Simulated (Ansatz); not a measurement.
# Al2Au: the cost of one run

Computed with Ansatz 0.2.0 (DFT PBE, scalar-relativistic, plane waves, PAW, unless a step's input says otherwise).

3 further runs of the same task are left out: 2 that didn't finish, 1 set aside as unsound or not needed.

### 1 The starting structure

The structure is cubic, space group Fm-3m (No. 225). Conventional cell: a = 6.000 Å, b = 6.000 Å, c = 6.000 Å, α = 90.00°, β = 90.00°, γ = 90.00°. Al (site symmetry -43m) has 4 Au at 2.60 Å as nearest neighbours. Au (site symmetry m-3m) is surrounded by 8 Al at 2.60 Å.

Coordinates:

```
CELL_PARAMETERS angstrom
0.00000 3.00000 3.00000
3.00000 0.00000 3.00000
3.00000 3.00000 0.00000
ATOMIC_POSITIONS crystal
Al 0.25000 0.25000 0.25000
Al 0.75000 0.75000 0.75000
Au 0.00000 0.00000 0.00000
```

The structure comes from the Crystallography Open Database.

### 2 A distortion that keeps the symmetry

What differs from the listed cell: strain xx, yy, zz, yz, xz, xy = -0.4, -0.4, -0.4, +0.0, +0.0, +0.0 %.

Contents of input.yaml:

```yaml
crystal:
  lattice:
    - [0.0, 2.9889, 2.9889]
    - [2.9889, 0.0, 2.9889]
    - [2.9889, 2.9889, 0.0]
  atoms:
    - { symbol: Al, position: [0.25, 0.25, 0.25] }
    - { symbol: Al, position: [0.75, 0.75, 0.75] }
    - { symbol: Au, position: [0.0, 0.0, 0.0] }
basis:
  ecutwfc: 420
kpoints:
  mp_grid: { grid: [12, 12, 12] }
hamiltonian:
  xc: pbe
scf:
  occupations: { method: gaussian, width: 0.1 }
output:
  forces: true
  stress: true
  eigenvalues: true
  write_density: true
  write_potential: true
  elf: true
  volumetric_format: npy
```

Launch:

```console
> ansatz run input.yaml --threads 1 --pin off --max-ram 1331MiB --backend cpu --events-out ev --progress --plain --runs-dir out
```

**Question.** How long does this run take on 1 thread of an x86-64 CPU, shared host, and how much memory does it need?

About 7.9 s, with a peak of 0.36 GiB.
